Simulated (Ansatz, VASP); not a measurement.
Given: the input of a run of Ansatz 0.2.0 on CdSe.

Contents of input.yaml:

```yaml
crystal:
  lattice:
    - [0.0, 3.1106741371, 3.1106741371]
    - [3.1106741371, 0.0, 3.1106741371]
    - [3.1106741371, 3.1106741371, 0.0]
  atoms:
    - { symbol: Cd, position: [0.0, 0.0, 0.0] }
    - { symbol: Se, position: [0.25, 0.25, 0.25] }
hamiltonian:
  xc: pbesol
  pseudopotentials: { kind: paw }
kpoints:
  mp_grid: { grid: [8, 8, 8] }
scf:
  occupations: { method: fermi_dirac, width: 0.05 }
output:
  forces: true
  stress: true
  eigenvalues: true
```

Potentials or basis: Ansatz PAW.

The run is started by

```sh
$ ansatz run input.yaml --threads 1 --pin off --max-ram 3584MiB --backend cpu --events-out ev --progress --plain --runs-dir out
```

Task: Translate it to VASP 6.6.1. Potentials there: VASP PAW PBE potentials, release 64 (Cd, Se).

Result: As run (the cutoff follows the program's own potentials):

The input INCAR:

```
SYSTEM = CdSe
ALGO = Normal ; EDIFF = 1E-7
ENCUT = 520 ; GGA = PS
ISIF = 2 ; ISMEAR = -1
LASPH = .TRUE. ; LCHARG = .FALSE.
LREAL = .FALSE. ; LWAVE = .FALSE.
NBANDS = 16 ; NELM = 80
PREC = Accurate ; SIGMA = 0.05
```

The input KPOINTS:

```
k-points
0
G
  8 8 8
  0 0 0
```

File POSCAR:

```
CdSe
1.0
    0.0000000000      3.1106741371      3.1106741371
    3.1106741371      0.0000000000      3.1106741371
    3.1106741371      3.1106741371      0.0000000000
Cd Se
1 1
Direct
    0.0000000000      0.0000000000      0.0000000000
    0.2500000000      0.2500000000      0.2500000000
```

Potentials or basis: VASP PAW PBE potentials, release 64 (Cd, Se).

Launch:

```sh
$ cat potpaw_PBE.64/Cd/POTCAR potpaw_PBE.64/Se/POTCAR > POTCAR
$ mpirun -np 1 vasp_std > vasp.out
```

Both were run:

|  | VASP | Ansatz | Ansatz less VASP |
| --- | --- | --- | --- |
| gap on the k mesh at the Fermi level (eV) | 0.35 | 0.35 | 0.000 |
| least direct gap on the mesh (eV) | 0.35 | 0.35 | 0.000 |
| pressure (GPa) | -2.8 | -3.0 | -0.25 |

With one functional, cell and mesh, what is left measures potentials, basis and numerics. The two sets of potentials don't hold the same shells in valence.

Caveats: the PAW data sets were made with another functional, which shifts forces and pressure a little (VASP); the PAW data sets come from PBE, with cores solved anew for the run's functional, which leaves a small shift of forces and pressure (Ansatz).
